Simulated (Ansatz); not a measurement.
Zone-centre phonons of Ti at 18 GPa: input and output

Level of theory: DFT PBEsol, scalar-relativistic, plane waves, PAW (Ansatz 0.2.0).

Launched with:
```bash
ansatz run input.yaml --threads 1 --pin off --max-ram 3072MiB --backend cpu --events-out ev --progress --plain --runs-dir out
```

Input (bare energies are in eV):
```yaml
crystal:
  lattice:
    - [4.3340026406, 0.0, 0.0]
    - [-2.1670013203, 3.7533563868, 0.0]
    - [0.0, 0.0, 2.6936550711]
  atoms:
    - { symbol: Ti, position: [0.0, 0.0, 0.0] }
    - { symbol: Ti, position: [0.3333333333, 0.6666666667, 0.5] }
    - { symbol: Ti, position: [0.6666666667, 0.3333333333, 0.5] }
basis:
  ecutwfc: 420
kpoints:
  mp_grid: { grid: [12, 12, 14] }
hamiltonian:
  xc: pbesol
scf:
  occupations: { method: fermi_dirac, width: 0.15 }
output:
  eigenvalues: true
phonons:
  method: dfpt
  eigenvectors: true
```

The end of the output:
```
--- Phonons (Γ-DFPT): 4 representative perturbations + reference, on 344 of 2016 k-points (Σ response iterations 12) ---
  k mesh reduced under 4 symmetry operations, with k and −k counted as one. Each operation leaves every solved displacement unchanged or reverses it
  ASR residual: 2.116e-3 → 0.000e0 eV/Å²; symmetrization residual: 5.404e-6 eV/Å²
  ASR residual per site (eV/Å²): 2.06e-3 2.12e-3 2.12e-3
  Γ frequencies (cm⁻¹): 0.00 0.00 0.00 134.74 228.31 228.31 229.66 229.66 247.37
  non-analytic LO–TO correction: not included (Born effective charges unavailable; polar crystals: no LO–TO splitting at Γ)
```

It took 2.1 min on 1 thread of Intel(R) Xeon(R) Platinum 8488C (Sapphire Rapids) (shared host), peak memory 1.5 GiB.

In a metal, frequencies and elastic constants depend on the k mesh and the smearing, soft modes and shear constants most. Other phases may be more stable at this pressure.

This form isn't the element's structure at ambient conditions.